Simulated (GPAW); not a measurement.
**Cl in GPAW: the effect of volume scale**

Cl:

```
Cl
1.0
     3.08080   -2.20407    0.00000
     3.08080    2.20407    0.00000
     0.00000    0.00000    8.04240
Cl
4
Direct
  0.37000 0.63000 0.40000
  0.13000 0.87000 0.90000
  0.63000 0.37000 0.60000
  0.87000 0.13000 0.10000
```

Alike in all runs:

| Item | Value |
| --- | --- |
| Program | GPAW 26.7.0 |
| Task | dielectric tensor |
| Functional | LDA |
| Potentials or basis | the program's PAW data sets (release 1.2.1) made for this functional |
| Cutoff | 400 eV |
| Basis | pw |
| k mesh | 6 × 6 × 3 |
| Occupations | fermi-dirac, width 0.001 eV |
| Spin | no spin polarisation |

```tsv
volume scale	gap on the mesh (eV)	dielectric constant (mean)
0.94	2.56	3.27
0.96	2.48	3.24
0.98	2.40	3.22
1	2.33	3.20
1.02	2.26	3.17
1.04	2.19	3.15
1.06	?	?
```

**Question.** What does the run with volume scale 1.06 give?

**Answer.** gap on the mesh 2.13 eV; dielectric constant 3.13 mean.

Worked out: A straight line through the other rows of the gap on the mesh, of slope -3.69 eV per unit of volume scale, extrapolates to 2.11 eV, against the run's 2.13. A straight line through the other rows of the dielectric constant, of slope -1.19  per unit of volume scale, extrapolates to 3.13 , against the run's 3.13.

Caveats: the long-wavelength limit can be off by a per cent or two; an odd mesh through Γ misses points on the zone boundary, where band edges often lie.

Runs at the PBE level aren't shown here.
